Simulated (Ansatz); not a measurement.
IrO₂ at a changed volume: Ir-193 nuclear quadrupole resonance

Cell: a structure deposited in the COD, relaxed with PBE at fixed cell and then changed (volume scaled by 1.02, ions relaxed).

Space group P4_2/mnm (No. 136); a = 4.5288, c = 3.1668 Å.

| site | Wyckoff | site symmetry | x | y | z |
| --- | --- | --- | --- | --- | --- |
| Ir | 2a | m.mm | 0.0000 | 0.0000 | 0.0000 |
| O | 4f | m.2m | 0.3080 | 0.3080 | 0.0000 |

One atom of each set is listed.

Method: Kohn–Sham DFT in Ansatz, PBE, plane waves and PAW, scalar-relativistic, collinear spin, 420 eV cutoff, Γ-centred 10×10×15 k-points, Fermi–Dirac smearing 0.05 eV. Start moments as typed (μB): 1 on each Ir, none on the rest.

Ir-193: I = 3/2, Q = 751.0 mb (year-2017 value). Static lattice, zero field.

**Question.** Predict the zero-field Ir-193 lines of each site.

**Answer.** For I = 3/2 there is one line, ν = (|C_Q|/2)(1 + η²/3)^½.

```json
{"site": "Ir", "atoms": "2", "V_zz (10²¹ V/m²)": "-12.57", "C_Q (MHz)": "-228", "η": "0.43", "line frequencies (MHz)": "117.6"}
```

**Question.** And for ¹⁹¹Ir (I = 3/2, Q = 816.0 mb) on Ir?

**Answer.** C_Q scales with Q to -248 MHz, with lines at 127.8 MHz.

With no gap above 0.1 eV, as in a metal, the gradients converge slowly in k; expect changes of a tenth or more on a denser mesh. Spin–orbit coupling is left out, which shifts gradients on Ir by a few per cent in wide-gap crystals, and can shift them far more where the calculated gap is small or absent, as here. Semilocal functionals can leave a metal where correlation in the d or f shell opens a gap in the real compound, and that would change the values at and beside Ir. The start moments die out, and the run ends without spin.
